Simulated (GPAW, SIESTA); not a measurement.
Given: the input of a run of SIESTA 5.4.2 on Ge. This isn't the form of Ge at room conditions, which is diamond.

File Ge.fdf:

```
SystemName                      Ge
SystemLabel                     Ge
NumberOfSpecies                 1
NumberOfAtoms                   2
%block ChemicalSpeciesLabel
  1  32 Ge
%endblock ChemicalSpeciesLabel

LatticeConstant                 1.0 Ang
%block LatticeVectors
    -2.4958980000     2.6508630000     1.4369470000
     2.4958980000    -2.6508630000     1.4369470000
     2.4958980000     2.6508630000    -1.4369470000
%endblock LatticeVectors
AtomicCoordinatesFormat         Fractional
%block AtomicCoordinatesAndAtomicSpecies
     0.3140570000     0.0640570000     0.2500000000  1  Ge
     0.6859430000     0.9359430000     0.7500000000  1  Ge
%endblock AtomicCoordinatesAndAtomicSpecies

%block kgrid.MonkhorstPack
   11   0   0  0.0
    0  11   0  0.0
    0   0  11  0.0
%endblock kgrid.MonkhorstPack
XC.Functional                   GGA
XC.Authors                      PBEsol
PAO.BasisSize                   DZP
PAO.EnergyShift                 0.003 Ry
Mesh.Cutoff                     800 Ry
OccupationFunction              FD
ElectronicTemperature           0.05 eV
MaxSCFIterations                120
SCF.MustConverge                false
SCF.Mixer.Method                Pulay
SCF.Mixer.Weight                0.25
SCF.Mixer.History               8
SCF.DM.Tolerance                5.0e-05
SCF.H.Tolerance                 1.0e-03 eV
WriteForces                     true
Charge.Mulliken                 end
Charge.Hirshfeld                end
Charge.Voronoi                  end
SaveRho                         true
SaveElectrostaticPotential      true
%block PAO.Basis
  Ge 4
  n=4 0 2
    5.960 0.000
  n=4 1 2
    8.130 0.000
  n=3 2 2
    3.189 0.000
  n=4 2 1
    8.130
%endblock PAO.Basis
```

Potentials or basis: PseudoDojo 0.4 standard (PBEsol files), converted to PSML, two zetas on semicore shells, DZP (energy shift 0.003 Ry; two zetas on semicore shells).

The run is started by

```bash
$ siesta Ge.fdf > Ge.out 2>&1
```

Question: What does the same run look like in GPAW 26.7.0 (ASE script)? Potentials or basis there: PAW data sets generated for this functional, cutoff 600 eV.

Answer: As run (cutoffs and basis follow the program's own potentials, and thresholds, step limits or extra output files can differ):

run.py

```python
from ase import Atoms
from ase.dft.bandgap import bandgap
from ase.io import write
from ase.units import GPa
from gpaw import GPAW, PW, setup_paths

setup_paths.insert(0, '.')

atoms = Atoms(['Ge', 'Ge'],
              cell=[[-2.495898, 2.650863, 1.436947],
                    [2.495898, -2.650863, 1.436947],
                    [2.495898, 2.650863, -1.436947]],
              scaled_positions=[[0.314057, 0.064057, 0.25],
                                [0.685943, 0.935943, 0.75]],
              pbc=True)

calc = GPAW(mode=PW(600),
            xc='PBEsol',
            kpts={'size': (11, 11, 11), 'gamma': True},
            occupations={'name': 'fermi-dirac', 'width': 0.05},
            nbands=11,
            convergence={'density': 1e-05, 'energy': 1e-05},
            maxiter=150,
            txt='gpaw.txt')
atoms.calc = calc
energy = atoms.get_potential_energy()
forces = atoms.get_forces()
stress = atoms.get_stress()
calc.write('gs.gpw')
write('result.traj', atoms)
print(f'Energy: {energy:.6f} eV')
print('Forces (eV/A):')
print(forces.round(4))
print('Stress (GPa):', (stress / GPa).round(3))
print('Fermi level:', round(calc.get_fermi_level(), 4), 'eV')
print(f'Gap: {bandgap(calc)[0]:.4f} eV, direct: {bandgap(calc, direct=True)[0]:.4f} eV')
```

Potentials or basis: PAW data sets generated in the run's folder for this functional, pw.

Command:

```sh
$ gpaw-setup -f PBEsol Ge
$ OMP_NUM_THREADS=1 python run.py
```

Both were run:

|  | SIESTA | GPAW |
| --- | --- | --- |
| Pressure | -0.8 GPa | -2.6 GPa |
| Largest force | 0.061 eV/Å | 0.056 eV/Å |

The potentials hold 28 and 8 valence electrons a cell.

Pressure is positive in compression.
